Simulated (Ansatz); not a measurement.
**Yb (P6_3/mmc): equation of state**

How stiff is Yb (P6_3/mmc)? Energies and pressures are computed at volumes on both sides of the relaxed cell and fitted. Whether the element takes this structure at low temperature is a separate question.

Program: Ansatz 0.2.0. Level of theory: DFT r²SCAN, scalar-relativistic, plane waves, PAW. These are calculated values, not measurements.

## (1) The starting structure

Symmetry: P6_3/mmc, No. 194, hexagonal system. Conventional cell: a = 3.654 Å, b = 3.654 Å, c = 6.037 Å, α = 90.00°, β = 90.00°, γ = 120.00°. Yb (site symmetry -6m2) is surrounded by 12 Yb at 3.65 to 3.68 Å.

As a file:

```cif
data_structure
_symmetry_space_group_name_H-M 'P 1'
_symmetry_Int_Tables_number 1
_cell_length_a 3.6543
_cell_length_b 3.6543
_cell_length_c 6.0371
_cell_angle_alpha 90.000
_cell_angle_beta 90.000
_cell_angle_gamma 120.000
_cell_volume 69.82
loop_
_atom_site_label
_atom_site_type_symbol
_atom_site_fract_x
_atom_site_fract_y
_atom_site_fract_z
_atom_site_occupancy
Yb1 Yb 0.33333 0.66667 0.25000 1
Yb2 Yb 0.66667 0.33333 0.75000 1
```

This cell comes from an earlier session at r²SCAN: 34.909 Å³/atom at 0.00 GPa, on a 14×14×8 mesh.

Volume factors to run: 0.980, 1.020, 0.960, 1.040.

## (2) At 0.980 of the relaxed volume

The input, input.yaml:

```yaml
crystal:
  lattice:
    - [3.6297688481, 0.0, 0.0]
    - [-1.814884424, 3.1434720323, 0.0]
    - [0.0, 0.0, 5.996617051]
  atoms:
    - { symbol: Yb, position: [0.3333333333, 0.6666666667, 0.25] }
    - { symbol: Yb, position: [0.6666666667, 0.3333333333, 0.75] }
basis:
  ecutwfc: 500
  ecutrho_ratio: 4
kpoints:
  mp_grid: { grid: [14, 14, 8] }
hamiltonian:
  xc: r2scan
scf:
  occupations: { method: gaussian, width: 0.05 }
output:
  forces: true
  stress: true
  eigenvalues: true
relax:
  f_tol: 0.01
  max_steps: 40
  cell: { stress_tol: 0.1, fix: [volume] }
```

On the command line:

```console
$ ansatz run input.yaml --threads 2 --pin off --max-ram 5120MiB --backend cpu --events-out ev --progress --plain --runs-dir out
```

Log (excerpt; [...] marks lines left out):

```text
Warning: RAYON_NUM_THREADS=2 ignored (pool sized by the plan → 2); use --threads N
band count auto-derived: 30, from the close of a first SCF at 29 (N_el = 48.0; filled up to band 24; 29 by the electrons, moments and atoms)
[...]
Pseudopotentials: kind: paw
Pseudopotential: Yb, paw, valence charge 24, recommended cutoff 500 eV (meta_gga), Yb.paw.azcp
Functional definition: r2SCAN
[...]
Crystal: 2 atoms, lattice volume = 68.422 Å³
Basis set: ecut = 500 eV, 1761 PW (Γ), exchange–correlation on 108×108×180 points (64 copies of the dense FFT grid, shifted against one another)
Bands: 29, of which v1, the nominal top of the filled ones, is band 24 counted from 1 (23 counted from 0)
Symmetry: 24 space group operations
Space group: P63/mmc (ITA 194), of the structure as read, at distance tolerance 4.1e-5 Å
k-points: 120 of 1568
[...]
SCF iter   1: F=—  HF=-27611.789166 eV  |F-HF|=—  |Δ(HF+E_count)|=         —  Δρ=3.86e-2  dr2=8.57e-1  dr2_τ=2.82e-3  ethr=1.77e-3  ⟨swp⟩=5.2  Hψ=14305  notcnv=0
[...]
SCF 1, on 29 bands, converged in 14 iterations: F = -27611.661229 eV; the run's SCF on all bands comes behind
[...]
relax step   1: F+E_penalty+E_count = -27611.66122884 eV  Δ(F+E_penalty+E_count) = +0.000e0 eV  max|allowed force component| = 1.388e-17 eV/Å  Δτ_max = 0.0000 Å  P = +0.391 GPa  Ω = 68.422 Å³  fix = [volume]  reactions: volume +0.391 GPa  (17 SCF iters, dr2 threshold 1.00e-7 eV, accepted)
[...]
relax step   2: F+E_penalty+E_count = -27611.66122884 eV  Δ(F+E_penalty+E_count) = -7.858e-10 eV  max|allowed force component| = 1.041e-17 eV/Å  Δτ_max = 0.0000 Å  P = +0.391 GPa  Ω = 68.422 Å³  fix = [volume]  reactions: volume +0.391 GPa  stress off target by 2.08e-2 GPa on what of the [...]
SCF converged after 9 iterations
Free energy (F): -27611.661229 eV
[...]
E sigma→0 (E₀):  -27611.659391 eV
Entropy (-TS):   -0.003675 eV (-1.837 meV/atom)
Fermi energy:    11.188255 eV
[...]
--- Forces (eV/Å), atoms counted from 1 ---
  atom   1  Yb    -0.00000000     0.00000000    -0.00000000
  atom   2  Yb     0.00000000    -0.00000000     0.00000000
[...]
--- Stress (GPa, compression-positive) ---
        0.401278       0.000000      -0.000000
        0.000000       0.401278       0.000000
       -0.000000       0.000000       0.370077
  P = ⅓ Tr σ = 0.3909 GPa (3.909 kbar)
--- Band table (eV; the first three rows and the last of 120) ---
[...]
--- Relaxed structure (1 steps of the walk, 1 accepted, 1 SCFs on fresh bases) ---
  F+E_penalty+E_count = -27611.66122884 eV   max|allowed force component| = 1.041e-17 eV/Å   (the final SCF, on the basis selected at the relaxed cell)
  cell:  # Å, volume = 68.4219 Å³
    - [3.629768848088465, -2.886753883264869e-11, 0.0]
    - [-1.8148844240192326, 3.1434720323244236, 0.0]
    - [0.0, 0.0, 5.996617051]
  atoms:
    - { symbol: Yb, position: [0.33333333333333337, 0.6666666666666667, 0.25000000000000006] }
    - { symbol: Yb, position: [0.6666666666666667, 0.33333333333333337, 0.7500000000000001] }
```

It took 15 s on 2 threads of AMD EPYC 9B45 (Zen 5), shared host; peak memory 0.73 GiB.

How the relaxation went:

| step | energy from step 1 (meV/atom) | largest force component (eV/Å) | pressure (GPa) | volume (Å³/atom) |
| --- | --- | --- | --- | --- |
| 1 | 0.0 | 0.000 | 0.39 | 34.211 |
| 2 | 0.0 | 0.000 | 0.39 | 34.211 |

Step 1 is the start. Step 2 repeats the geometry before it on a plane-wave basis chosen anew for the final cell, which leaves the energy as it was.

Read off: volume 34.211 Å³/atom, pressure 0.39 GPa, metallic.

## (3) At 1.020 of the relaxed volume

Changes to input.yaml since step 2:

```diff
@@ -2,5 +2,5 @@
   lattice:
-    - [3.6297688481, 0.0, 0.0]
-    - [-1.814884424, 3.1434720323, 0.0]
-    - [0.0, 0.0, 5.996617051]
+    - [3.678496392, 0.0, 0.0]
+    - [-1.839248196, 3.1856713232, 0.0]
+    - [0.0, 0.0, 6.077118161]
   atoms:
```

On the command line:

```console
$ ansatz run input.yaml --threads 2 --pin off --max-ram 5120MiB --backend cpu --events-out ev --progress --plain --runs-dir out
```

Log (excerpt; [...] marks lines left out):

```text
Warning: RAYON_NUM_THREADS=2 ignored (pool sized by the plan → 2); use --threads N
band count auto-derived: 30, from the close of a first SCF at 29 (N_el = 48.0; filled up to band 24; 29 by the electrons, moments and atoms)
[...]
Pseudopotentials: kind: paw
Pseudopotential: Yb, paw, valence charge 24, recommended cutoff 500 eV (meta_gga), Yb.paw.azcp
Functional definition: r2SCAN
[...]
Crystal: 2 atoms, lattice volume = 71.215 Å³
Basis set: ecut = 500 eV, 1799 PW (Γ), exchange–correlation on 108×108×180 points (64 copies of the dense FFT grid, shifted against one another)
Bands: 29, of which v1, the nominal top of the filled ones, is band 24 counted from 1 (23 counted from 0)
Symmetry: 24 space group operations
Space group: P63/mmc (ITA 194), of the structure as read, at distance tolerance 4.1e-5 Å
k-points: 120 of 1568
[...]
E sigma→0 (E₀):  -27611.659396 eV
Entropy (-TS):   -0.003770 eV (-1.885 meV/atom)
Fermi energy:    10.692111 eV
[...]
--- Forces (eV/Å), atoms counted from 1 ---
  atom   1  Yb     0.00000000     0.00000000    -0.00000000
  atom   2  Yb    -0.00000000    -0.00000000     0.00000000
[...]
--- Stress (GPa, compression-positive) ---
       -0.356662      -0.000000       0.000000
       -0.000000      -0.356662       0.000000
        0.000000       0.000000      -0.372571
  P = ⅓ Tr σ = -0.3620 GPa (-3.620 kbar)
--- Band table (eV; the first three rows and the last of 120) ---
[...]
--- Relaxed structure (1 steps of the walk, 1 accepted, 1 SCFs on fresh bases) ---
  F+E_penalty+E_count = -27611.66128101 eV   max|allowed force component| = 2.891e-17 eV/Å   (the final SCF, on the basis selected at the relaxed cell)
  cell:  # Å, volume = 71.2146 Å³
    - [3.6784963919991913, 0.0, 0.0]
    - [-1.8392481959995957, 3.1856713232007, 0.0]
    - [0.0, 0.0, 6.077118161]
  atoms:
    - { symbol: Yb, position: [0.3333333333333333, 0.6666666666666666, 0.25] }
    - { symbol: Yb, position: [0.6666666666666666, 0.3333333333333333, 0.75] }
```

It took 14 s on 2 threads of AMD EPYC 9B45 (Zen 5), shared host; peak memory 0.74 GiB.

Step by step:

| step | energy from step 1 (meV/atom) | largest force component (eV/Å) | pressure (GPa) | volume (Å³/atom) |
| --- | --- | --- | --- | --- |
| 1 | 0.0 | 0.000 | -0.36 | 35.607 |
| 2 | 0.0 | 0.000 | -0.36 | 35.607 |

Step 1 is the start. Step 2 repeats the geometry before it on a plane-wave basis chosen anew for the final cell, which leaves the energy as it was. The run keeps the 24 symmetry operations that it found, so it can't reach a distortion that breaks them.

In short: volume 35.607 Å³/atom, pressure -0.36 GPa, a metal on this mesh.

## (4) At 0.960 of the relaxed volume

Changes to input.yaml since step 3:

```diff
@@ -2,5 +2,5 @@
   lattice:
-    - [3.678496392, 0.0, 0.0]
-    - [-1.839248196, 3.1856713232, 0.0]
-    - [0.0, 0.0, 6.077118161]
+    - [3.6049066373, 0.0, 0.0]
+    - [-1.8024533186, 3.1219407262, 0.0]
+    - [0.0, 0.0, 5.9555430424]
   atoms:
```

On the command line:

```console
$ ansatz run input.yaml --threads 2 --pin off --max-ram 5120MiB --backend cpu --events-out ev --progress --plain --runs-dir out
```

Log (excerpt; [...] marks lines left out):

```text
Warning: RAYON_NUM_THREADS=2 ignored (pool sized by the plan → 2); use --threads N
band count auto-derived: 30, from the close of a first SCF at 29 (N_el = 48.0; filled up to band 24; 29 by the electrons, moments and atoms)
[...]
Pseudopotentials: kind: paw
Pseudopotential: Yb, paw, valence charge 24, recommended cutoff 500 eV (meta_gga), Yb.paw.azcp
Functional definition: r2SCAN
[...]
Crystal: 2 atoms, lattice volume = 67.025 Å³
Basis set: ecut = 500 eV, 1737 PW (Γ), exchange–correlation on 108×108×180 points (64 copies of the dense FFT grid, shifted against one another)
Bands: 29, of which v1, the nominal top of the filled ones, is band 24 counted from 1 (23 counted from 0)
Symmetry: 24 space group operations
Space group: P63/mmc (ITA 194), of the structure as read, at distance tolerance 4.1e-5 Å
k-points: 120 of 1568
[...]
Entropy (-TS):   -0.003627 eV (-1.813 meV/atom)
Fermi energy:    11.450578 eV
[...]
--- Forces (eV/Å), atoms counted from 1 ---
  atom   1  Yb    -0.00000000    -0.00000000     0.00000000
  atom   2  Yb     0.00000000     0.00000000     0.00000000
[...]
--- Stress (GPa, compression-positive) ---
        0.831888       0.000000       0.000000
       -0.000000       0.831888       0.000000
        0.000000       0.000000       0.803552
  P = ⅓ Tr σ = 0.8224 GPa (8.224 kbar)
--- Band table (eV; the first three rows and the last of 120) ---
[...]
--- Relaxed structure (1 steps of the walk, 1 accepted, 1 SCFs on fresh bases) ---
  F+E_penalty+E_count = -27611.65596980 eV   max|allowed force component| = 2.197e-17 eV/Å   (the final SCF, on the basis selected at the relaxed cell)
  cell:  # Å, volume = 67.0255 Å³
    - [3.6049066373156258, -2.8867484674838696e-11, 0.0]
    - [-1.8024533186328129, 3.1219407262009016, 0.0]
    - [0.0, 0.0, 5.9555430424]
  atoms:
    - { symbol: Yb, position: [0.33333333333333337, 0.6666666666666667, 0.25] }
    - { symbol: Yb, position: [0.6666666666666667, 0.33333333333333337, 0.75] }
```

It took 14 s on 2 threads of AMD EPYC 9B45 (Zen 5), shared host; peak memory 0.73 GiB.

Relaxation path:

| step | energy from step 1 (meV/atom) | largest force component (eV/Å) | pressure (GPa) | volume (Å³/atom) |
| --- | --- | --- | --- | --- |
| 1 | 0.0 | 0.000 | 0.82 | 33.513 |
| 2 | 0.0 | 0.000 | 0.82 | 33.513 |

Step 1 is the start. Step 2 repeats the geometry before it on a plane-wave basis chosen anew for the final cell, which leaves the energy as it was. The run keeps the 24 symmetry operations that it found, so it can't reach a distortion that breaks them.

This gives: volume 33.513 Å³/atom, pressure 0.82 GPa, metallic.

## (5) At 1.040 of the relaxed volume

Changes to input.yaml since step 4:

```diff
@@ -2,5 +2,5 @@
   lattice:
-    - [3.6049066373, 0.0, 0.0]
-    - [-1.8024533186, 3.1219407262, 0.0]
-    - [0.0, 0.0, 5.9555430424]
+    - [3.7023834015, 0.0, 0.0]
+    - [-1.8511917008, 3.2063580803, 0.0]
+    - [0.0, 0.0, 6.116581073]
   atoms:
```

On the command line:

```console
$ ansatz run input.yaml --threads 2 --pin off --max-ram 5120MiB --backend cpu --events-out ev --progress --plain --runs-dir out
```

Log (excerpt; [...] marks lines left out):

```text
Warning: RAYON_NUM_THREADS=2 ignored (pool sized by the plan → 2); use --threads N
band count auto-derived: 30, from the close of a first SCF at 29 (N_el = 48.0; filled up to band 24; 29 by the electrons, moments and atoms)
[...]
Pseudopotentials: kind: paw
Pseudopotential: Yb, paw, valence charge 24, recommended cutoff 500 eV (meta_gga), Yb.paw.azcp
Functional definition: r2SCAN
[...]
Crystal: 2 atoms, lattice volume = 72.611 Å³
Basis set: ecut = 500 eV, 1811 PW (Γ), exchange–correlation on 120×120×180 points (64 copies of the dense FFT grid, shifted against one another)
Bands: 29, of which v1, the nominal top of the filled ones, is band 24 counted from 1 (23 counted from 0)
Symmetry: 24 space group operations
Space group: P63/mmc (ITA 194), of the structure as read, at distance tolerance 4.2e-5 Å
k-points: 120 of 1568
[...]
Fermi energy:    10.457255 eV
[...]
--- Forces (eV/Å), atoms counted from 1 ---
  atom   1  Yb     0.00000000    -0.00000000    -0.00000000
  atom   2  Yb    -0.00000000     0.00000000     0.00000000
[...]
--- Stress (GPa, compression-positive) ---
       -0.689786      -0.000000       0.000000
       -0.000000      -0.689786       0.000000
        0.000000       0.000000      -0.689006
  P = ⅓ Tr σ = -0.6895 GPa (-6.895 kbar)
--- Band table (eV; the first three rows and the last of 120) ---
[...]
--- Relaxed structure (1 steps of the walk, 1 accepted, 1 SCFs on fresh bases) ---
  F+E_penalty+E_count = -27611.65667710 eV   max|allowed force component| = 1.966e-17 eV/Å   (the final SCF, on the basis selected at the relaxed cell)
  cell:  # Å, volume = 72.6110 Å³
    - [3.7023834015295365, 2.8867422554319294e-11, 0.0]
    - [-1.8511917007897682, 3.206358080259987, 0.0]
    - [0.0, 0.0, 6.116581073]
  atoms:
    - { symbol: Yb, position: [0.3333333333333333, 0.6666666666666666, 0.25000000000000006] }
    - { symbol: Yb, position: [0.6666666666666666, 0.33333333333333337, 0.7500000000000001] }
```

It took 13 s on 2 threads of AMD EPYC 9B45 (Zen 5), shared host; peak memory 0.77 GiB.

The steps of the relaxation:

| step | energy from step 1 (meV/atom) | largest force component (eV/Å) | pressure (GPa) | volume (Å³/atom) |
| --- | --- | --- | --- | --- |
| 1 | 0.0 | 0.000 | -0.69 | 36.305 |
| 2 | 0.0 | 0.000 | -0.69 | 36.305 |

Step 1 is the start. Step 2 repeats the geometry before it on a plane-wave basis chosen anew for the final cell, which leaves the energy as it was.

Result: volume 36.305 Å³/atom, pressure -0.69 GPa, a metal on this mesh.

## (6) The fit

Energies have the smearing extrapolated to zero and count from the lowest point.

| volume (Å³/atom) | energy (meV/atom) | pressure (GPa) | gap (eV) |
| --- | --- | --- | --- |
| 33.513 | 3.44 | 0.82 | metal |
| 34.211 | 0.82 | 0.39 | metal |
| 34.909 | 0.00 | 0.00 | metal |
| 35.607 | 0.82 | -0.36 | metal |
| 36.305 | 3.13 | -0.69 | metal |

volume (Å³/atom), energy (meV/atom) and a bar:
```
    33.51        3.4 ##############################
    34.21        0.8 #######
    34.91        0.0 
    35.61        0.8 #######
    36.31        3.1 ###########################
```

## (7) Summary of results

```
          quantity           value
                V0  34.899 Å³/atom
                B0        18.8 GPa
               B0′             3.6
scatter of the fit  0.000 meV/atom
```

What this shows: The fitted minimum lies at 34.90 Å³/atom, and the bulk modulus is 18.8 GPa, which is soft. One per cent of compression takes about 0.19 GPa. These are values at 0 K without zero-point motion. Spin polarisation wasn't allowed in this run. No U acts on the 4f shell, so its levels can lie too near the Fermi level. Spin–orbit coupling is left out, though the cell holds Yb; it splits the 4f levels.
